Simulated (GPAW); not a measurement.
SnO2 (Cassiterite): relaxation of cell and atoms with OLYP

The system is SnO2 (Cassiterite).

```xyz
6
Lattice="4.7380 0.0000 0.0000 0.0000 4.7380 0.0000 0.0000 0.0000 3.1865" Properties=species:S:1:pos:R:3 pbc="T T T"
Sn    2.3690    2.3690    1.5933
Sn    0.0000    0.0000    0.0000
O     3.8240    0.9140    1.5933
O     3.2830    3.2830    0.0000
O     0.9140    3.8240    1.5933
O     1.4550    1.4550    0.0000
```

- Program: GPAW 26.7.0
- Task: relaxation of cell and atoms
- Functional: OLYP
- Potentials or basis: PAW data sets generated in the run's folder for this functional
- Cutoff: 800 eV
- Basis: pw
- k mesh: 4 × 4 × 5
- Occupations: fermi-dirac, width 0.05 eV
- Spin: no spin polarisation
- Eigensolver: davidson
- Maxiter: 150
- Optimizer: BFGS
- Fmax: 0.02 eV/Å
- Max steps: 100
- Convergence: density=1e-06 energy=1e-06 eigenstates=1e-10

| Property | Result |
| --- | --- |
| Relaxed volume | 12.59 Å³/atom |
| Relaxed cell | a = 4.847 Å, b = 4.847 Å, c = 3.216 Å, α = 90.00°, β = 90.00°, γ = 90.00° |
| Space group after relaxing (to 0.05 Å) | P4_2/mnm (No. 136) |
| Energy gained by relaxing | 21.4 meV/atom |
| Ionic steps | 12 |
| Pressure after relaxing | 0.0 GPa |
| Band gap on the k mesh | 0.93 eV, direct |

Forces on the atoms (eV/Å):
```
Sn   0.000  0.000  0.000
Sn   0.000  0.000  0.000
O   -0.002  0.002  0.000
O    0.002  0.002  0.000
O    0.002 -0.002  0.000
O   -0.002 -0.002  0.000
```

The path:
```tsv
step	energy change (eV)	largest force (eV/Å)	pressure (GPa)	volume (Å³)
1	0.0000	0.2027	10.53	71.53
2	-0.0268	0.1108	9.16	71.93
3	-0.1089	0.2554	1.82	74.44
4	-0.1154	0.2272	0.72	74.91
5	-0.1225	0.0964	-0.33	75.45
6	-0.1241	0.0089	-0.30	75.51
7	-0.1246	0.0306	-0.10	75.46
8	-0.1251	0.0545	0.11	75.41
9	-0.1261	0.0715	0.36	75.37
10	-0.1278	0.0565	0.39	75.41
11	-0.1283	0.0204	0.18	75.51
12	-0.1285	0.0025	0.03	75.56
```

Final structure:
```
CELL_PARAMETERS angstrom
4.84719 0.00000 0.00000
0.00000 4.84719 0.00000
0.00000 0.00000 3.21602
ATOMIC_POSITIONS crystal
Sn 0.50000 0.50000 0.50000
Sn 0.00000 0.00000 0.00000
O 0.80706 0.19294 0.50000
O 0.69294 0.69294 0.00000
O 0.19294 0.80706 0.50000
O 0.30706 0.30706 0.00000
```

Levels at points of the mesh, in eV from the valence-band top:
| k point | band 24 | band 25 | band 26 | band 27 | band 28 | band 29 |
| --- | --- | --- | --- | --- | --- | --- |
| (0.00, 0.00, 0.00) | -0.73 | -0.73 | 0.00 | 0.93 | 6.00 | 6.50 |
| (0.50, 0.00, 0.00) | -1.17 | -0.60 | -0.60 | 4.06 | 4.06 | 7.27 |
| (0.50, 0.50, 0.00) | -1.28 | -0.85 | -0.85 | 4.46 | 4.46 | 7.56 |

It took 5 min on 1 thread of Intel(R) Xeon(R) 6975P-C (Granite Rapids), on a shared host, peak memory 0.4 GiB.

Caveat: the k mesh is coarse; later steps reuse the first step's grids; spin-orbit coupling is left out, which moves the levels of the heavy elements. Zero-point motion and thermal expansion aren't in these numbers.
